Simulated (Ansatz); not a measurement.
Geometry optimisation, DFT PBE, scalar-relativistic, plane waves, PAW (Ansatz).

input.yaml

```yaml
crystal:
  lattice:
    - [5.929656, 0.0, 0.0]
    - [0.0, 5.3408, 0.0]
    - [0.0, 0.0, 17.775152]
  atoms:
    - { symbol: Si, position: [0.0, 0.0, 0.0562583] }
    - { symbol: Si, position: [0.5, 0.25, 0.0562583] }
    - { symbol: O, position: [0.0, 0.0, 0.1581041] }
    - { symbol: O, position: [0.1947, 0.25, 0.0562583] }
    - { symbol: O, position: [0.5, 0.0, 0.1212088] }
    - { symbol: O, position: [0.8053, 0.25, 0.0562583] }
    - { symbol: Si, position: [0.5, 0.0, 0.2230545] }
    - { symbol: Si, position: [0.0, 0.25, 0.2230545] }
    - { symbol: O, position: [0.5, 0.0, 0.3249003] }
    - { symbol: O, position: [0.6947, 0.25, 0.2230545] }
    - { symbol: O, position: [0.0, 0.0, 0.288005] }
    - { symbol: O, position: [0.3053, 0.25, 0.2230545] }
    - { symbol: Si, position: [0.0, 0.5, 0.0562583] }
    - { symbol: Si, position: [0.5, 0.75, 0.0562583] }
    - { symbol: O, position: [0.0, 0.5, 0.1581041] }
    - { symbol: O, position: [0.1947, 0.75, 0.0562583] }
    - { symbol: O, position: [0.5, 0.5, 0.1212088] }
    - { symbol: O, position: [0.8053, 0.75, 0.0562583] }
    - { symbol: Si, position: [0.5, 0.5, 0.2230545] }
    - { symbol: Si, position: [0.0, 0.75, 0.2230545] }
    - { symbol: O, position: [0.5, 0.5, 0.3249003] }
    - { symbol: O, position: [0.6947, 0.75, 0.2230545] }
    - { symbol: O, position: [0.0, 0.5, 0.288005] }
    - { symbol: O, position: [0.3053, 0.75, 0.2230545] }
basis:
  ecutwfc: 420.0
kpoints:
  mp_grid: { grid: [2, 2, 1] }
hamiltonian:
  xc: pbe
  pseudopotentials: { kind: paw, azcp: { folder: soft_1 } }
scf:
  occupations: { method: fermi_dirac, width: 0.05 }
  lower_state_search: "off"
relax:
  f_tol: 0.08
  max_steps: 25
  adjacent_minimum: "off"
  constraints: [{ sites: [0, 1, 3, 5, 12, 13, 15, 17] }]
```

Run as:

```bash
$ ansatz run input.yaml --threads 1 --pin off --max-ram 3072MiB --backend cpu --events-out ev --progress --plain --runs-dir out
```

Problem. Where does it end, and by what steps?

Solution. The run converged. The force dipped under the threshold on the way, but the program's further checks kept it going. Limits of this set-up: coarse k mesh, thin slab, slab without dipole correction. After 7 steps the energy has fallen by 2.592 eV; Si7 moved furthest, 0.59 Å. Parted: O5–Si7 (1.81 → 2.60 Å), O17–Si19 (1.81 → 2.60 Å).

```json
{"step": "0", "energy less start (eV)": "0.0000", "largest force component (eV/Å)": "4.610", "accepted": "yes"}
{"step": "1", "energy less start (eV)": "-0.6434", "largest force component (eV/Å)": "3.453", "accepted": "yes"}
{"step": "2", "energy less start (eV)": "-1.5955", "largest force component (eV/Å)": "2.776", "accepted": "yes"}
{"step": "3", "energy less start (eV)": "-2.2410", "largest force component (eV/Å)": "0.965", "accepted": "yes"}
{"step": "4", "energy less start (eV)": "-2.5299", "largest force component (eV/Å)": "0.254", "accepted": "yes"}
{"step": "5", "energy less start (eV)": "-2.5784", "largest force component (eV/Å)": "0.497", "accepted": "yes"}
{"step": "6", "energy less start (eV)": "-2.5919", "largest force component (eV/Å)": "0.058", "accepted": "yes"}
{"step": "7", "energy less start (eV)": "-2.5919", "largest force component (eV/Å)": "0.058", "accepted": "yes"}
```

```xyz
24
Lattice="5.9297 0.0000 0.0000 0.0000 5.3408 0.0000 0.0000 0.0000 17.7752" Properties=species:S:1:pos:R:3
Si 0.000 0.000 1.000
Si 2.965 1.335 1.000
O 0.000 0.000 2.746
O 1.155 1.335 1.000
O 2.965 0.000 1.952
O 4.775 1.335 1.000
Si 2.965 0.000 4.557
Si 0.000 1.335 4.115
O 2.965 0.000 6.200
O 4.079 1.335 4.091
O 0.000 0.000 5.126
O 1.850 1.335 4.091
Si 0.000 2.670 1.000
Si 2.965 4.006 1.000
O 0.000 2.670 2.746
O 1.155 4.006 1.000
O 2.965 2.670 1.952
O 4.775 4.006 1.000
Si 2.965 2.670 4.557
Si 0.000 4.006 4.115
O 2.965 2.670 6.200
O 4.079 4.006 4.091
O 0.000 2.670 5.126
O 1.850 4.006 4.091
```

Run time: 87 s on 1 thread of Arm Neoverse V2, on a shared host, peak memory 0.68 GiB.
